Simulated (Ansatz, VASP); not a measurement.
## KI: programs and potentials compared

The starting cell:

```xyz
2
Lattice="0.0000 3.5328 3.5328 3.5328 0.0000 3.5328 3.5328 3.5328 0.0000" Properties=species:S:1:pos:R:3 pbc="T T T"
I     3.5328    3.5328    3.5328
K     0.0000    0.0000    0.0000
```

Alike in all runs: task relaxation of cell and atoms; functional revPBE; k mesh 7 × 7 × 7; occupations fermi-dirac, width 0.05 eV; no spin polarisation; no spin-orbit coupling.

```csv
program and potentials,plane-wave cutoff (eV),notes,equilibrium volume (Å³/atom)
"Ansatz, Ansatz PAW",420,"potentials made for PBE, which Ansatz adapts in part; 13 valence electrons an atom on average",50.38
"Ansatz, all-electron LAPW, scalar-relativistic",-,-,50.38
"VASP, PBE PAW files I, K_sv, 600 eV",600,potentials made for PBE; 8 valence electrons an atom on average,50.50
```

The equilibrium volume spans 50.38 (Ansatz, all-electron LAPW, scalar-relativistic) to 50.50 Å³/atom (VASP, PBE PAW files I, K_sv, 600 eV), with all-electron results at 50.38. Some sets were made for another functional than the one run, which can shift their rows. Relaxations stop with a little pressure left, so the last digit of a volume isn't settled.

Differences between rows come from potentials, basis sets and numerical settings, since the functional is the same but for its coding. Runs on potential files found faulty are left out.
